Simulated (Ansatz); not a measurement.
# AlCo under changes of volume

One of the cells (11.430 Å³/atom); the others are scaled copies at fixed shape and fractional positions:

```
Co Al
1.0
     2.83808    0.00000    0.00000
     0.00000    2.83808    0.00000
     0.00000    0.00000    2.83808
Co Al
1 1
Direct
  0.50000 0.50000 0.50000
  0.00000 0.00000 0.00000
```

The cell is a database's computed one.

```yaml
Program: Ansatz 0.2.0
Functional: HSE06
Potentials_or_basis: Ansatz PAW
Cutoff: "420 eV (not typed: the program's choice for these potentials)"
k_mesh: 6 × 6 × 6
Occupations: fermi-dirac, width 0.05 eV
Spin: collinear spin, ferromagnetic start
Starting_moments: "[2.0, 0.0] μB"
```

| volume (Å³/atom) | energy over the lowest point (meV/atom) | pressure (GPa) | moment (μB per cell) |
| --- | --- | --- | --- |
| 10.982 | 9.98 | 3.8 | 0.25 |
| 11.206 | 7.69 | -0.4 | 0.25 |
| 11.430 | 10.93 | -4.1 | 0.25 |
| 11.654 | 0.00 | -3.7 | 0.49 |
| 11.878 | ? | ? | ? |

What does the run at 11.878 Å³/atom give?

Energy over the lowest point 7.41 meV/atom; pressure -6.7 GPa; moment 0.50 μB per cell.

The energies don't lie on one smooth curve, so no fit is given. The run at 11.654 Å³/atom lies farthest off, from a change of basis, grid or state.

Energies are extrapolated to zero smearing.

Caveats: all runs use coarse meshes; the magnetic or orbital state may not be the lowest; the PAW data sets come from PBE, with cores solved anew for the run's functional, which leaves a small shift of forces and pressure; the thresholds are loose for stress.
